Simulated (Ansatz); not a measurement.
**Bi4Se3 (R-3m)**

The calculation used DFT PBEsol, scalar-relativistic, plane waves, PAW (Ansatz 0.2.0).

Plane waves to 420 eV, a k mesh through Γ of 12×12×12 on the computed 7-atom cell and Gaussian smearing (0.10 eV); no spin polarisation.

The structure is relaxed at this level of theory with its symmetry kept. Whether it is the stable form of this composition wasn't checked.

```cif
data_structure
_symmetry_space_group_name_H-M 'R-3m:H'
_symmetry_Int_Tables_number 166
_cell_length_a 4.2616
_cell_length_b 4.2616
_cell_length_c 39.5095
_cell_angle_alpha 90.000
_cell_angle_beta 90.000
_cell_angle_gamma 120.000
_cell_volume 621.41
loop_
_atom_site_label
_atom_site_type_symbol
_atom_site_symmetry_multiplicity
_atom_site_Wyckoff_symbol
_atom_site_fract_x
_atom_site_fract_y
_atom_site_fract_z
_atom_site_occupancy
Bi1 Bi 6 c 0.33333 0.66667 0.81117 1
Bi2 Bi 6 c 0.33333 0.66667 0.95390 1
Se1 Se 6 c 0.66667 0.33333 0.75129 1
Se2 Se 3 a 0.00000 0.00000 0.00000 1
```

| Quantity | Value |
| --- | --- |
| Space group | R-3m (No. 166) |
| Volume per atom | 29.59 Å³ |
| Formation energy from the elements' standard states (uncorrected) | -0.270 eV/atom |
| Kohn–Sham band gap | none (metal) |
| Density of states at the Fermi level | 0.03 states/eV per cell (so small that it hangs on the mesh: a semimetal, or crossings between mesh points) |
| Löwdin character within 0.5 eV of the Fermi level | Bi 6p 74 %, Se 4p 16 % |
| Bader charges (e) | Bi (2 in the cell) 0.13, Bi (2 in the cell) 0.93, Se (2 in the cell) -0.66, Se (1 in the cell) -0.79 |

Spin-orbit coupling is left out, which matters for the bands of heavy elements.

Cost: 1 run of about 9.4 core-minutes, on Intel Xeon Platinum 8488C (Sapphire Rapids) (shared hosts).